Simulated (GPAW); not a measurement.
The system is CuI (Marshite).

```
I Cu
1.0
     0.00000    3.03150    3.03150
     3.03150    0.00000    3.03150
     3.03150    3.03150    0.00000
I Cu
1 1
Direct
  0.00000 0.00000 0.00000
  0.75000 0.75000 0.75000
```

| Item | Value |
| --- | --- |
| Program | GPAW 26.7.0 |
| Task | relaxation of cell and atoms |
| Functional | PBEsol |
| Dispersion | D4 |
| Potentials or basis | PAW data sets generated in the run's folder for this functional |
| Cutoff | 600 eV |
| Basis | pw |
| k mesh | 8 × 8 × 8 |
| Occupations | fermi-dirac, width 0.05 eV |
| Spin | no spin polarisation |

At the start: pressure -3.1 GPa; volume 27.86 Å³/atom.

Q: How do energy, volume and symmetry change on relaxing?

A: Over 4 steps the energy falls by 18.5 meV/atom and the volume is 26.01 Å³/atom (-6.7 %); space group F-43m (No. 216, to 0.05 Å).

Step by step:
| step | energy change (eV) | largest force (eV/Å) | pressure (GPa) | volume (Å³) |
| --- | --- | --- | --- | --- |
| 1 | 0.0000 | 0.0000 | -3.06 | 55.72 |
| 2 | -0.0110 | 0.0000 | -2.64 | 55.09 |
| 3 | -0.0365 | 0.0000 | 0.38 | 51.61 |
| 4 | -0.0371 | 0.0000 | -0.04 | 52.01 |

Final structure:
```
CELL_PARAMETERS angstrom
0.00000 2.96272 2.96272
2.96272 0.00000 2.96272
2.96272 2.96272 0.00000
ATOMIC_POSITIONS crystal
I 0.00000 0.00000 0.00000
Cu 0.75000 0.75000 0.75000
```

Caveat: with this Cu data set, volumes or pressures lay over 1.5 % or 2 GPa off other programs in two to four cells of ten; later steps reuse the first step's grids.
